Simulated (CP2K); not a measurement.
# NaCl under changes of volume

One of the cells (21.813 Å³/atom); the others are scaled copies at fixed shape and fractional positions:

```xyz
2
Lattice="3.9514 0.0000 0.0000 1.9757 3.4220 0.0000 1.9757 1.1407 3.2263" Properties=species:S:1:pos:R:3 pbc="T T T"
Cl    3.9514    2.2813    1.6132
Na    0.0000    0.0000    0.0000
```

The cell is a database's computed one.

```yaml
Program: CP2K 2026.2
Functional: PBE
Potentials_or_basis: POTENTIAL_UZH Cl GTH-PBE-q7, Na GTH-PBE-q9; TZVP-MOLOPT-PBE-GTH basis
Density_cutoff: 18368 eV
k_mesh: 8 × 8 × 8
Occupations: fermi-dirac, width 0.05 eV
Spin: no spin polarisation
```

```tsv
volume (Å³/atom)	energy over the lowest point (meV/atom)	pressure (GPa)	gap on the mesh (eV)
20.504	34.10	4.3	5.45
20.940	23.68	3.4	5.35
21.376	?	?	?
21.813	9.11	2.0	5.18
22.249	4.55	1.4	5.10
22.685	1.56	0.8	5.03
23.121	0.00	0.3	4.96
```

Task: What does the run at 21.376 Å³/atom give?

Result: Energy over the lowest point 15.42 meV/atom; pressure 2.7 GPa; gap on the mesh 5.27 eV.

Worked out: A Birch-Murnaghan fit of order 3 (a polynomial in V^(-2/3)) to the other rows has its minimum at 23.44 Å³/atom, just outside them, with B0 = V·E''(V) = 23 GPa and B' = 4.6. It gives 15.43 meV/atom at 21.376 Å³/atom, against the run's 15.42, and -dE/dV = 2.7 GPa, against 2.7. A straight line through the other rows of the gap, of slope -4.07 eV per unit of ln V (its deformation potential), gives 5.27 eV, against the run's 5.27.

Energies are extrapolated to zero smearing.

Caveats: the basis of atomic orbitals isn't converged, which shifts pressures, moduli and gaps.
